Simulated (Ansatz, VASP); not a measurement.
**SrO in VASP and in Ansatz**

INCAR

```
ALGO = Normal
EDIFF = 1E-6
ENCUT = 520
GGA = PE
ISIF = 2
ISMEAR = 0
LASPH = T
LCHARG = F
LREAL = F
LWAVE = F
NBANDS = 15
NELM = 80
PREC = Accurate
SIGMA = 0.05
```

Contents of KPOINTS:

```
k-points
0
Gamma
  8 8 8
```

Contents of POSCAR:

```
SrO
1.0
    0.0000000000      2.7012874288      2.3896004178
    2.7012874288      0.0000000000      2.3896004178
    2.7012874288      2.7012874288      0.0000000000
Sr O
1 1
Direct
    0.0000000000      0.0000000000      0.0000000000
    0.5000000000      0.5000000000      0.5000000000
```

Input for Ansatz:

```yaml
crystal:
  lattice:
    - [0.0, 2.7012874288, 2.3896004178]
    - [2.7012874288, 0.0, 2.3896004178]
    - [2.7012874288, 2.7012874288, 0.0]
  atoms:
    - { symbol: Sr, position: [0.0, 0.0, 0.0] }
    - { symbol: O, position: [0.5, 0.5, 0.5] }
basis:
  ecutwfc: 420
kpoints:
  mp_grid: { grid: [8, 8, 8] }
hamiltonian:
  xc: pbe
scf:
  occupations: { method: gaussian, width: 0.05 }
output:
  forces: true
  stress: true
  eigenvalues: true
```

Change from the starting cell: strain +0.040 along x and y, -0.080 along z, atoms carried along.

Alike in both runs: task single point; functional PBE; k mesh 8 × 8 × 8; occupations gaussian, width 0.05 eV; no spin polarisation.

|  | VASP | Ansatz |
| --- | --- | --- |
| version | VASP 6.6.1 | Ansatz 0.2.0 |
| potentials or method | VASP PAW PBE potentials, release 64 (Sr_sv, O) | scalar-relativistic, plane waves, PAW |
| plane-wave cutoff (eV) | 520 | 420 |
| valence electrons in the cell | 16 | 16 |

Ansatz gave:

```
gap on the k mesh at the Fermi level (eV)       : 2.68
least direct gap on the mesh (eV)               : 2.90
pressure (GPa)                                  : 3.6
largest component of the traceless stress (GPa) : 12.61
```

Problem. Which values does VASP return?

Solution. gap on the k mesh at the Fermi level (eV): 2.62; least direct gap on the mesh (eV): 2.87; pressure (GPa): 4.2; largest component of the traceless stress (GPa): 13.34.

A k mesh can miss the band edges.
